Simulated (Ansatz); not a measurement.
# La2O3 (P6/mmm): a single-point run

The task is a single-point run on La2O3 (P6/mmm). The structure is shown as the input types it.

Method: Kohn-Sham DFT, with the functional, basis and potentials that each input names, in Ansatz 0.2.0.

2 further runs of the same task are left out: 2 that didn't finish.

## Step 1: The system as given

Symmetry: P6/mmm, No. 191, hexagonal system. Conventional cell: a = 6.371 Å, b = 6.371 Å, c = 3.287 Å, α = 90.00°, β = 90.00°, γ = 120.00°. La (site symmetry -6m2) is surrounded by 6 O at 2.47 Å. O (site symmetry mmm) has 4 La at 2.47 Å as nearest neighbours.

Structure file:

```
CELL_PARAMETERS angstrom
6.37111 0.00000 0.00000
-3.18556 5.51754 0.00000
0.00000 0.00000 3.28699
ATOMIC_POSITIONS crystal
La 0.33333 0.66667 0.49998
La 0.66667 0.33333 0.50002
O 0.50003 0.50003 0.00000
O 0.49997 0.00000 0.00000
O 0.00000 0.49997 0.00000
```

## Step 2: Input and run

File input.yaml:

```yaml
crystal:
  lattice:
    - [6.371110806792, 0.0, 0.0]
    - [-3.185555403396, 5.517543809007, 0.0]
    - [0.0, 0.0, 3.2869865305]
  atoms:
    - { symbol: La, position: [0.3333333333333, 0.6666666666667, 0.4999811604] }
    - { symbol: La, position: [0.6666666666667, 0.3333333333333, 0.5000188396] }
    - { symbol: O, position: [0.5000279784, 0.5000279784, 0.0] }
    - { symbol: O, position: [0.4999720216, 0.0, 0.0] }
    - { symbol: O, position: [0.0, 0.4999720216, 0.0] }
basis:
  ecutwfc: 420
  ecutrho_ratio: 4
kpoints:
  mp_grid: { grid: [6, 6, 8] }
hamiltonian:
  xc: pbe
  pseudopotentials: { kind: nc }
scf:
  occupations: { method: gaussian, width: 0.05 }
  max_iter: 100
output:
  forces: true
  stress: true
magnetization:
  spin_polarized: true
  spin_orbit: true
```

Launch:

```
> ansatz run input.yaml --threads 4 --pin off --max-ram 8192MiB --backend cpu --events-out ev --progress --plain --runs-dir out
```

What happens when this is run?

The run ended at the input check. Its message: «2 input errors — fix all and re-run 1. inconsistent input (magnetization.spin_orbit, magnetization.noncollinear): true requires noncollinear: true — spin–orbit coupling acts on 2-spinor wavefunctions; set both flags»

Look at the input: magnetization.spin_orbit is true. Spin-orbit coupling was asked of a set-up that can't carry it.

What to do: delete magnetization.spin_orbit (the default then holds).
